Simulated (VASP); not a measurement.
A run of VASP 6.6.1 is set up as follows.

Contents of INCAR:

```
PREC = Accurate
ENCUT = 520
EDIFF = 1E-6
ISMEAR = 0
SIGMA = 0.5
LREAL = False
LASPH = True
NELM = 80
ALGO = Normal
ISIF = 2
LWAVE = False
LCHARG = True
GGA = PS
LELF = True
LVHAR = True
```

The input KPOINTS:

```
Automatic mesh
0
Gamma
  14 14 14
```

The input POSCAR:

```
Sb
1.0
    3.0633500000      0.0000000000      0.0000000000
    0.0000000000      3.0633500000      0.0000000000
    0.0000000000      0.0000000000      3.0633500000
Sb
1
Direct
    0.0000000000      0.0000000000      0.0000000000
```

Potentials or basis: VASP PAW PBE potentials, release 64 (Sb).

Command:

```bash
$ cat potpaw_PBE.64/Sb/POTCAR > POTCAR
$ mpirun -np 1 vasp_std > vasp.out
```

Problem. What does it give for the band gap on the k mesh?

Solution. None (metal or under the smearing width).

Problem. Predict the pressure.

Solution. 0.1 GPa.

Caveat: the PAW data sets were made with another functional, which shifts forces and pressure a little. The run has no spin-orbit coupling, so splittings on Sb are missing.
